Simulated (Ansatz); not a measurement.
# Thickness series of a Y/MoTe2/Lu junction, part 2 of 2

Wanted: T(E), the conductance and its decay constant for Y/MoTe2/Lu. The lower electrode is Y hcp(0001), the upper one Lu hcp(0001); the barrier is MoTe2 2H layers (two layers in the relaxed core). In the first transport cell, after relaxation, the nearest pair of electrode and barrier is Y–Te at 3.10 Å, along the normal, at the lower face and Lu–Te at 3.06 Å, along the normal, at the upper one. All share a net of side 3.66 Å, which strains the lower electrode by +0.0 %, the upper one by +4.0 % and the barrier by +4.0 %, against typed lattice constants near PBE's. The first steps treat the bulk electrodes alone.

Ansatz 0.2.0; PBE+D3(BJ) DFT, plane waves, PAW files (the session's first sound run).

So far, transmission at the Fermi level (a spin, zone mean): step 5 (T(E) of the junction) 0.0748. Also channels of the lower lead: step 5 1.54.

### 6. Conductance on a fine mesh, 28 atoms

The conductance needs T(E) within ten thermal energies of the Fermi level, on steps under 1.5 kT, and a finer mesh (24×24), since the current can rest on few wavevectors.

input.yaml reads:

```yaml
crystal:
  lattice:
    - [3.66, 0.0, 0.0]
    - [-1.83, 3.1696529779, 0.0]
    - [0.0, 0.0, 84.5756691048]
  atoms:
    - { symbol: "Y", position: [0.33333333, 0.66666667, 0.0827661203] }
    - { symbol: "Y", position: [0.0, 0.0, 0.1157035206] }
    - { symbol: "Y", position: [0.33333333, 0.66666667, 0.148640921] }
    - { symbol: "Y", position: [0.0, 0.0, 0.1815783214] }
    - { symbol: "Y", position: [0.33333333, 0.66666667, 0.2145157217] }
    - { symbol: "Y", position: [0.0, 0.0, 0.2474531221] }
    - { symbol: "Y", position: [0.33333333, 0.66666667, 0.2803905225] }
    - { symbol: "Y", position: [0.0, 0.0, 0.3133279228] }
    - { symbol: "Y", position: [0.33333333, 0.66666667, 0.3462653232] }
    - { symbol: "Y", position: [0.0, 0.0, 0.3792027236] }
    - { symbol: "Y", position: [0.33333333, 0.66666667, 0.4121023447] }
    - { symbol: Te, position: [0.33333333, 0.66666667, 0.4487521995] }
    - { symbol: Mo, position: [0.0, 0.0, 0.4695947327] }
    - { symbol: Te, position: [0.33333333, 0.66666667, 0.4903210564] }
    - { symbol: Te, position: [0.0, 0.0, 0.528052506] }
    - { symbol: Mo, position: [0.33333333, 0.66666667, 0.5488028933] }
    - { symbol: Te, position: [0.0, 0.0, 0.569581324] }
    - { symbol: Lu, position: [0.0, 0.0, 0.605812185] }
    - { symbol: Lu, position: [0.66666667, 0.33333333, 0.6367812176] }
    - { symbol: Lu, position: [0.0, 0.0, 0.6679426245] }
    - { symbol: Lu, position: [0.66666667, 0.33333333, 0.6991040314] }
    - { symbol: Lu, position: [0.0, 0.0, 0.7302654383] }
    - { symbol: Lu, position: [0.66666667, 0.33333333, 0.7614268452] }
    - { symbol: Lu, position: [0.0, 0.0, 0.7925882521] }
    - { symbol: Lu, position: [0.66666667, 0.33333333, 0.823749659] }
    - { symbol: Lu, position: [0.0, 0.0, 0.8549110659] }
    - { symbol: Lu, position: [0.66666667, 0.33333333, 0.8860724728] }
    - { symbol: Lu, position: [0.0, 0.0, 0.9172338797] }
kpoints:
  mp_grid: { grid: [8, 8, 1] }
scf:
  occupations: { method: fermi_dirac, width: 0.1 }
  max_iter: 150
hamiltonian:
  xc: pbe
output:
  transmission:
    kmesh: [24, 24]
    e_range: [-0.26, 0.27]
    de: 0.0375
    leads: [[4, 6], [22, 24]]
```

On the command line:

```bash
ansatz run input.yaml --threads 4 --pin off --max-ram 12288MiB --backend cpu --events-out ev --progress --plain --runs-dir out
```

The job ended after 11 min (4 threads of Arm Neoverse V1, shared host; peak memory 6 GiB).

This step gave:

```
transmission at the Fermi level (a spin, zone mean) : 0.1002
channels of the lower lead                          : 1.479
channels of the upper lead                          : 1.479
ballistic conductance of the lower lead             : 9.89e14 S/m²
ballistic conductance of the upper lead             : 9.89e14 S/m²
junction conductance                                : 6.55e13 S/m²
error estimates by source, in the log's order       : 1.6, 5.6, 17, 18, 1.7 %
resistance-area product beyond the leads            : 0.01427 Ω um²
```

One spin. Transmission, zone mean against energy, zero at the Fermi level:

```csv
energy (eV),"transmission, zone mean"
-0.260,0.0421
-0.223,0.0442
-0.185,0.0537
-0.147,0.0651
-0.110,0.0664
-0.072,0.0751
-0.035,0.0879
0.003,0.100
0.040,0.111
0.077,0.112
0.115,0.111
0.152,0.127
0.190,0.151
0.228,0.0596
0.265,0.0519
```

One spin. Open channels, zone mean against energy, zero at the Fermi level:

```csv
energy (eV),lower lead,upper lead
-0.260,1.12,1.28
-0.223,1.15,1.39
-0.185,1.30,1.40
-0.147,1.29,1.40
-0.110,1.35,1.39
-0.072,1.36,1.45
-0.035,1.45,1.49
0.003,1.48,1.48
0.040,1.51,1.51
0.077,1.53,1.49
0.115,1.59,1.54
0.152,1.57,1.53
0.190,1.47,1.17
0.228,1.21,0.615
0.265,0.896,0.635
```

Transmission over k1 and k2. At 0.0025 eV from the Fermi level.

Values, 12 rows by 16 columns, each cell a mean:
```
0.002 0.005 0.046 0.135 0.037 0.078 0.109 0.027 0.004 0.002 0.002 0.037 0.354 0.244 0.005 0.001
0.059 0.058 0.056 0.134 0.196 0.150 0.201 0.147 0.061 0.049 0.058 0.053 0.038 0.000 0.021 0.055
0.094 0.104 0.173 0.369 0.247 0.220 0.220 0.204 0.302 0.233 0.140 0.098 0.328 0.211 0.124 0.407
0.117 0.059 0.126 0.375 0.000 0.000 0.000 0.000 0.000 0.156 0.271 0.084 0.081 0.118 0.007 0.037
0.026 0.106 0.184 0.385 0.000 0.000 0.000 0.000 0.000 0.000 0.071 0.307 0.195 0.116 0.012 0.001
0.002 0.011 0.076 0.342 0.043 0.000 0.000 0.000 0.000 0.000 0.000 0.000 0.281 0.171 0.018 0.003
0.002 0.003 0.038 0.129 0.298 0.078 0.000 0.000 0.000 0.000 0.000 0.000 0.141 0.293 0.084 0.027
0.039 0.002 0.041 0.137 0.125 0.268 0.142 0.000 0.000 0.000 0.000 0.000 0.142 0.295 0.114 0.121
0.154 0.126 0.039 0.233 0.025 0.055 0.255 0.251 0.043 0.000 0.000 0.000 0.184 0.315 0.091 0.029
0.177 0.332 0.000 0.208 0.223 0.125 0.129 0.115 0.299 0.342 0.330 0.344 0.332 0.211 0.108 0.125
0.007 0.004 0.023 0.226 0.041 0.005 0.009 0.012 0.024 0.089 0.129 0.059 0.123 0.099 0.020 0.013
0.001 0.001 0.040 0.232 0.197 0.080 0.005 0.001 0.002 0.009 0.080 0.103 0.069 0.120 0.013 0.002
```
Columns: k1 (b1) from -0.5 to 0.458; rows upwards: k2 (b2) from -0.5 to 0.458.

G = 6.5e13 S/m² (1/G = 0.0153 Ω µm²). The largest error estimate is 18 %, from the leads' potential steps. In the worse lead the potential repeats within 10 meV, which the program lets pass, though it still puts 18 % of error on the junction's conductance through them. By hand, Landauer's formula with T at one energy: G = (e²/h) ΣT / A = 3.874e-5 S × 0.200 / 11.60 Å² = 6.7e13 S/m², with T summed over both spins. The printed value averages T over the Fermi window and is 0.98 times this.

### 7. Conductance, atomic planes in the barrier 12, gap between the electrodes 29.8 Å

System of this step: Y/MoTe2/Lu. The cell holds 34 atoms: 11 Y, 8 Te, 4 Mo and 11 Lu. Cell: a = 3.660 Å, b = 3.660 Å, c = 97.989 Å, α = 90.0°, β = 90.0°, γ = 120.0°. Regions: left electrode, 11 atoms (11 Y); barrier, 12 atoms (8 Te and 4 Mo); right electrode, 11 atoms (11 Lu). Vacuum lies along c.

Barrier layers are added or taken out in the middle, and the relaxed faces stay.

input.yaml reads:

```yaml
crystal:
  lattice:
    - [3.66, 0.0, 0.0]
    - [-1.83, 3.1696529779, 0.0]
    - [0.0, 0.0, 97.9894220622]
  atoms:
    - { symbol: "Y", position: [0.33333333, 0.66666667, 0.0714362821] }
    - { symbol: "Y", position: [0.0, 0.0, 0.0998648882] }
    - { symbol: "Y", position: [0.33333333, 0.66666667, 0.1282934942] }
    - { symbol: "Y", position: [0.0, 0.0, 0.1567221002] }
    - { symbol: "Y", position: [0.33333333, 0.66666667, 0.1851507062] }
    - { symbol: "Y", position: [0.0, 0.0, 0.2135793123] }
    - { symbol: "Y", position: [0.33333333, 0.66666667, 0.2420079183] }
    - { symbol: "Y", position: [0.0, 0.0, 0.2704365243] }
    - { symbol: "Y", position: [0.33333333, 0.66666667, 0.2988651304] }
    - { symbol: "Y", position: [0.0, 0.0, 0.3272937364] }
    - { symbol: "Y", position: [0.33333333, 0.66666667, 0.3556897347] }
    - { symbol: Te, position: [0.33333333, 0.66666667, 0.3873225981] }
    - { symbol: Mo, position: [0.0, 0.0, 0.405312001] }
    - { symbol: Te, position: [0.33333333, 0.66666667, 0.4232011022] }
    - { symbol: Te, position: [0.0, 0.0, 0.455767501] }
    - { symbol: Mo, position: [0.33333333, 0.66666667, 0.4736773718] }
    - { symbol: Te, position: [0.0, 0.0, 0.4916114471] }
    - { symbol: Te, position: [0.33333333, 0.66666667, 0.5242124039] }
    - { symbol: Mo, position: [0.0, 0.0, 0.5422018068] }
    - { symbol: Te, position: [0.33333333, 0.66666667, 0.560090908] }
    - { symbol: Te, position: [0.0, 0.0, 0.5926573068] }
    - { symbol: Mo, position: [0.33333333, 0.66666667, 0.6105671776] }
    - { symbol: Te, position: [0.0, 0.0, 0.628501253] }
    - { symbol: Lu, position: [0.0, 0.0, 0.6597724784] }
    - { symbol: Lu, position: [0.66666667, 0.33333333, 0.6865021662] }
    - { symbol: Lu, position: [0.0, 0.0, 0.7133978942] }
    - { symbol: Lu, position: [0.66666667, 0.33333333, 0.7402936221] }
    - { symbol: Lu, position: [0.0, 0.0, 0.7671893501] }
    - { symbol: Lu, position: [0.66666667, 0.33333333, 0.7940850781] }
    - { symbol: Lu, position: [0.0, 0.0, 0.820980806] }
    - { symbol: Lu, position: [0.66666667, 0.33333333, 0.847876534] }
    - { symbol: Lu, position: [0.0, 0.0, 0.8747722619] }
    - { symbol: Lu, position: [0.66666667, 0.33333333, 0.9016679899] }
    - { symbol: Lu, position: [0.0, 0.0, 0.9285637179] }
kpoints:
  mp_grid: { grid: [8, 8, 1] }
scf:
  occupations: { method: fermi_dirac, width: 0.1 }
  max_iter: 150
hamiltonian:
  xc: pbe
output:
  transmission:
    kmesh: [24, 24]
    e_range: [-0.26, 0.27]
    de: 0.0375
    leads: [[4, 6], [28, 30]]
```

Wall time 19 min (4 threads); peak memory 7.5 GiB.

Numbers from this step:

```
free energy                                         : -280056.9303 eV
Fermi energy                                        : 9.877 eV
transmission at the Fermi level (a spin, zone mean) : 3.87e-4
potential step in the lower lead                    : 13.8 meV
potential step in the upper lead                    : 5.4 meV
junction conductance                                : 2.60e11 S/m²
error estimates by source, in the log's order       : 3.7, 3.9, 18.9, 20.6, 2.8 %
resistance-area product beyond the leads            : 3.838 Ω um²
```

One spin. Table of transmission, zone mean by energy, zero at the Fermi level:

```csv
energy (eV),"transmission, zone mean"
-0.260,8.4e-5
-0.223,1.0e-4
-0.185,1.4e-4
-0.147,1.9e-4
-0.110,2.2e-4
-0.072,2.7e-4
-0.035,3.3e-4
0.003,3.9e-4
0.040,4.7e-4
0.077,5.0e-4
0.115,5.4e-4
0.152,7.4e-4
0.190,0.00116
0.228,5.9e-4
0.265,8.2e-4
```

One spin. Open channels, zone mean against energy, zero at the Fermi level:

```csv
energy (eV),lower lead,upper lead
-0.260,1.12,1.28
-0.223,1.15,1.39
-0.185,1.30,1.40
-0.147,1.29,1.40
-0.110,1.35,1.39
-0.072,1.36,1.45
-0.035,1.45,1.49
0.003,1.48,1.48
0.040,1.51,1.51
0.077,1.53,1.49
0.115,1.59,1.54
0.152,1.59,1.53
0.190,1.47,1.17
0.228,1.21,0.615
0.265,0.896,0.635
```

Transmission over k1 and k2. At 0.0025 eV from the Fermi level; zeros and values more than six decades under the largest are shown at that floor.

log10 of the mean of each cell; the least values stand at a floor. Values, 12 rows by 16 columns:
```
-5.8 -5.4 -4.1 -3.3 -3.7 -3.5 -3.5 -4.3 -5.5 -5.9 -6.1 -4.6 -3.4 -3.6 -5.6 -6.4
-4.1 -4.0 -3.9 -3.3 -2.9 -3.0 -2.9 -3.2 -3.9 -4.0 -4.0 -4.4 -4.6 -8.6 -4.9 -4.5
-3.7 -3.3 -3.1 -2.7 -2.9 -2.9 -2.9 -2.9 -2.8 -2.9 -3.2 -3.6 -3.4 -3.6 -3.9 -3.3
-3.7 -3.6 -3.1 -2.7 -8.6 -8.6 -8.6 -8.6 -8.6 -3.0 -2.8 -3.3 -3.6 -3.7 -5.5 -4.6
-4.4 -3.5 -3.0 -2.7 -8.6 -8.6 -8.6 -8.6 -8.6 -8.6 -3.5 -2.8 -3.0 -3.5 -5.0 -6.3
-5.9 -5.0 -3.7 -2.8 -3.8 -8.6 -8.6 -8.6 -8.6 -8.6 -8.6 -8.6 -2.9 -3.2 -4.7 -5.7
-6.0 -5.8 -4.2 -3.3 -2.8 -3.3 -8.6 -8.6 -8.6 -8.6 -8.6 -8.6 -3.1 -2.8 -3.6 -4.3
-4.4 -6.1 -4.2 -3.4 -3.1 -2.8 -3.2 -8.6 -8.6 -8.6 -8.6 -8.6 -3.2 -2.8 -3.2 -3.4
-3.7 -3.9 -4.6 -3.5 -4.1 -3.5 -2.8 -2.9 -3.8 -8.6 -8.6 -8.6 -3.0 -2.7 -3.2 -3.9
-3.6 -3.4 -8.6 -3.6 -3.6 -3.6 -3.4 -3.4 -2.9 -2.7 -2.8 -2.7 -2.8 -3.1 -3.4 -3.4
-5.3 -5.6 -4.8 -3.6 -4.6 -5.6 -5.1 -4.9 -4.5 -3.6 -3.2 -3.4 -3.2 -3.5 -4.7 -4.9
-6.1 -6.1 -4.5 -3.5 -3.6 -4.0 -5.4 -6.1 -5.9 -5.1 -3.8 -3.7 -3.8 -3.6 -4.9 -5.8
```
Columns: k1 (b1) from -0.5 to 0.458; rows upwards: k2 (b2) from -0.5 to 0.458.

G = 2.6e11 S/m² (1/G = 3.84 Ω µm²), 0.0040 times the step before of this kind. The largest error estimate is 21 %, from the leads' potential steps. In the worse lead the potential repeats within 14 meV, which the program lets pass, though it still puts 21 % of error on the junction's conductance through them.

### 8. Fit against thickness

This step: Fit of the logarithm of the conductance against the barrier's thickness, from PBE DFT, plane waves, PAW files (Ansatz 0.2.0).

No new run: the transmissions are set side by side. Too few thicknesses, or no steady fall, allow no fit.

### 9. The same cell, other settings

This step: PBE DFT, plane waves, PAW files; ballistic transmission by layer matching between semi-infinite leads; changed: scf.convergence.dr2_threshold = -1e-06 (Ansatz 0.2.0).

System of this step: Y/MoTe2/Lu. The cell holds 28 atoms: 11 Y, 4 Te, 2 Mo and 11 Lu. Its edges and angles: a = 3.660 Å, b = 3.660 Å, c = 84.576 Å, α = 90.0°, β = 90.0°, γ = 120.0°. Regions: left electrode, 11 atoms (11 Y); barrier, 6 atoms (4 Te and 2 Mo); right electrode, 11 atoms (11 Lu). Vacuum lies along c.

The setting was drawn as a possible misstep, on purpose. Where the input is shown as a difference, that is against the step before, not the twin.

input.yaml reads:

```yaml
crystal:
  lattice:
    - [3.66, 0.0, 0.0]
    - [-1.83, 3.1696529779, 0.0]
    - [0.0, 0.0, 84.5756691048]
  atoms:
    - { symbol: "Y", position: [0.33333333, 0.66666667, 0.0827661203] }
    - { symbol: "Y", position: [0.0, 0.0, 0.1157035206] }
    - { symbol: "Y", position: [0.33333333, 0.66666667, 0.148640921] }
    - { symbol: "Y", position: [0.0, 0.0, 0.1815783214] }
    - { symbol: "Y", position: [0.33333333, 0.66666667, 0.2145157217] }
    - { symbol: "Y", position: [0.0, 0.0, 0.2474531221] }
    - { symbol: "Y", position: [0.33333333, 0.66666667, 0.2803905225] }
    - { symbol: "Y", position: [0.0, 0.0, 0.3133279228] }
    - { symbol: "Y", position: [0.33333333, 0.66666667, 0.3462653232] }
    - { symbol: "Y", position: [0.0, 0.0, 0.3792027236] }
    - { symbol: "Y", position: [0.33333333, 0.66666667, 0.4121023447] }
    - { symbol: Te, position: [0.33333333, 0.66666667, 0.4487521995] }
    - { symbol: Mo, position: [0.0, 0.0, 0.4695947327] }
    - { symbol: Te, position: [0.33333333, 0.66666667, 0.4903210564] }
    - { symbol: Te, position: [0.0, 0.0, 0.528052506] }
    - { symbol: Mo, position: [0.33333333, 0.66666667, 0.5488028933] }
    - { symbol: Te, position: [0.0, 0.0, 0.569581324] }
    - { symbol: Lu, position: [0.0, 0.0, 0.605812185] }
    - { symbol: Lu, position: [0.66666667, 0.33333333, 0.6367812176] }
    - { symbol: Lu, position: [0.0, 0.0, 0.6679426245] }
    - { symbol: Lu, position: [0.66666667, 0.33333333, 0.6991040314] }
    - { symbol: Lu, position: [0.0, 0.0, 0.7302654383] }
    - { symbol: Lu, position: [0.66666667, 0.33333333, 0.7614268452] }
    - { symbol: Lu, position: [0.0, 0.0, 0.7925882521] }
    - { symbol: Lu, position: [0.66666667, 0.33333333, 0.823749659] }
    - { symbol: Lu, position: [0.0, 0.0, 0.8549110659] }
    - { symbol: Lu, position: [0.66666667, 0.33333333, 0.8860724728] }
    - { symbol: Lu, position: [0.0, 0.0, 0.9172338797] }
kpoints:
  mp_grid: { grid: [8, 8, 1] }
scf:
  occupations: { method: fermi_dirac, width: 0.1 }
  max_iter: 150
  convergence: { dr2_threshold: -1.0e-06 }
hamiltonian:
  xc: pbe
output:
  transmission:
    kmesh: [12, 12]
    e_range: [-2.5, 2.5]
    de: 0.1
    leads: [[4, 6], [22, 24]]
  dos: { projected: true, e_range: [-6, 5], de: 0.05 }
  write_potential: true
  write_density: true
  volumetric_format: npy
```

Run time: 0.03 s. Hardware: 4 threads; peak memory 0.031 GiB.

The input was rejected at the start.

The program's message: “Error: invalid value for `scf.convergence.dr2_threshold`: must be finite and > 0; got -0.000001 eV”

The change that led to it: scf.convergence.dr2_threshold = -1e-06.

### 10. The same cell, other settings: hamiltonian.dispersion = "d3bj"

This step: PBE DFT, plane waves, PAW files; ballistic transmission by layer matching between semi-infinite leads; changed: hamiltonian.dispersion = "d3bj" (Ansatz 0.2.0).

This run repeats an earlier one, its twin (the conductance run, 6 atomic planes between the electrodes), with one setting changed (hamiltonian.dispersion; files written aside). It is meant to test that a pairwise dispersion term, which adds to the energy and not to the potential, leaves the transmission of fixed atoms as it is. Where the input is shown as a difference, that is against the step before, not the twin.

input.yaml: that of step 9 with these lines changed.

```diff
@@ -39,14 +39,10 @@
   max_iter: 150
-  convergence: { dr2_threshold: -1.0e-06 }
 hamiltonian:
   xc: pbe
+  dispersion: d3bj
 output:
   transmission:
-    kmesh: [12, 12]
-    e_range: [-2.5, 2.5]
-    de: 0.1
+    kmesh: [24, 24]
+    e_range: [-0.26, 0.27]
+    de: 0.0375
     leads: [[4, 6], [22, 24]]
-  dos: { projected: true, e_range: [-6, 5], de: 0.05 }
-  write_potential: true
-  write_density: true
-  volumetric_format: npy
```

It took 11 min on 4 threads; peak memory 6 GiB.

This step gave:

```yaml
free_energy: -242233.8554 eV
fermi_energy: 9.489 eV
transmission_at_the_fermi_level_a_spin_zone_mean: 0.1002
potential_step_in_the_lower_lead: 10 meV
potential_step_in_the_upper_lead: 9.7 meV
junction_conductance: 6.55e13 S/m²
error_estimates_by_source_in_the_log_s_order: 1.6, 5.6, 17, 18, 1.7 %
resistance_area_product_beyond_the_leads: 0.01427 Ω um²
```

One spin. Table of transmission, zone mean by energy, zero at the Fermi level:

```csv
energy (eV),"transmission, zone mean"
-0.260,0.0421
-0.223,0.0442
-0.185,0.0537
-0.147,0.0651
-0.110,0.0664
-0.072,0.0751
-0.035,0.0879
0.003,0.100
0.040,0.111
0.077,0.112
0.115,0.111
0.152,0.127
0.190,0.151
0.228,0.0596
0.265,0.0519
```

One spin. Open channels, zone mean against energy, zero at the Fermi level:

(Unchanged from step 6.)

Transmission over k1 and k2. At 0.0025 eV from the Fermi level.

Ten even steps from '_' (0.000) to '@' (0.623):
```
________..::____::..______________..****..______
________..::..__..::..______________..@@..______
__________::::....::::__________________________
......__..::==------==::..__..........______....
::::::::::%%**##****##**%%::::::::::**@@____@@**
____..::==**::__________::**==::..____**..__..**
::____..--##________________##--..____::..____..
..::....--**__________________**--....::..______
__..::::--**____________________**--::::..______
____..::==##______________________##==::..______
________::**________________________**::________
________..%%::______________________::%%..______
__________::**________________________**::______
________..::==##______________________##==::..__
________..::::--**____________________**--::::..
..______..::....--**__________________**--....::
::..____..::____..--##________________##--..____
__**..__..**____..::==**::__________::**==::..__
::**@@____@@**::::::::::%%**##****##**%%::::::::
......______..........__..::==------==::..__....
____________________________::::....::::________
________..@@..______________..::..__..::..______
________..****..______________..::____::..______
________..::__::..______________..::__::..______
```
Columns: k1 (b1) from -0.5 to 0.458; rows upwards: k2 (b2) from -0.5 to 0.458.

The conductance is 6.5e13 S/m² against 6.5e13 S/m² in the twin: no change within 1 %.

### 11. Results

- 1/G at 16.4 Å gap: 0.0153 Ω um²
- 1/G at 29.8 Å gap: 3.84 Ω um²

In words: Two thicknesses are at hand, so there is no fit; between them it falls as exp(−βd) with β = 0.41 Å⁻¹. At the Fermi level the layers of the barrier in the wide-window run (6 planes) hold from 0.076 to 0.87 states an eV and atom: none is empty there, through tails of the electrodes' states or through bands of its own. The program's largest error estimate on these conductances is 21 %, from the leads' potential steps, in the run that gave 2.6e11 S/m². No spin-orbit coupling, phonons, disorder or image charges enter; the interfaces are ordered, one cell wide and lattice-matched by strain. Semilocal gaps are too small, which can bring a band edge of the barrier nearer to the Fermi level than it is.

[Logs are printed without paths, hosts, clocks, repeated set-up lines and the standing remarks that a program may print on its own settings, such as how far it seeks lower states.]

[Hosts, paths, dates, database ids (printed as entryN), source tags and the programs' standing remarks are cut or masked in the printed files.]
